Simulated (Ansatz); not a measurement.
Crystal: La2O3.

```
CELL_PARAMETERS angstrom
3.93078 0.00000 0.00000
-1.96539 3.40415 0.00000
0.00000 0.00000 6.11195
ATOMIC_POSITIONS crystal
La 0.33333 0.66667 0.24624
La 0.66667 0.33333 0.75376
O 0.00000 0.00000 0.00000
O 0.33333 0.66667 0.64589
O 0.66667 0.33333 0.35411
```

The cell is a database's computed one.

| Quantity | Value |
| --- | --- |
| Program | Ansatz 0.2.0 |
| Task | relaxation of cell and atoms |
| Functional | PBE |
| Potentials or basis | Ansatz PAW |
| Cutoff | 420 eV (not typed: the program's choice for these potentials) |
| k mesh | 8 × 8 × 5 |
| Occupations | fermi-dirac, width 0.05 eV |
| Spin | no spin polarisation |
| Hubbard terms | La f U = 8 eV |

At the start: volume 16.36 Å³/atom.

Task: Where does the relaxation end?

Result: It ends after 7 steps and the volume is 17.15 Å³/atom (+4.9 %); space group P-3m1 (No. 164, to 0.05 Å).

Step by step:
```csv
step,energy change (eV),largest force (eV/Å),volume (Å³)
1,0.0000,0.0667,81.78
2,-0.0524,0.0224,85.84
3,-0.0537,0.0235,85.56
4,-0.0539,0.0048,85.55
5,-0.0671,0.0048,85.55
6,-0.0668,0.0051,85.77
7,-0.0674,0.0047,85.77
```

Final structure:
```xyz
5
Lattice="3.9744 0.0000 0.0000 -1.9872 3.4419 0.0000 0.0000 0.0000 6.2699" Properties=species:S:1:pos:R:3 pbc="T T T"
La    0.0000    2.2946    1.5600
La    1.9872    1.1473    4.7098
O     0.0000    0.0000    0.0000
O     0.0000    2.2946    4.0397
O     1.9872    1.1473    2.2301
```

Caveat: the magnetic or orbital state may not be the lowest; the plane-wave basis is chosen anew once the cell has moved, so the energies of steps on either side of that aren't comparable; the pressure holds a Pulay correction of +0.4 GPa for the finite cutoff.
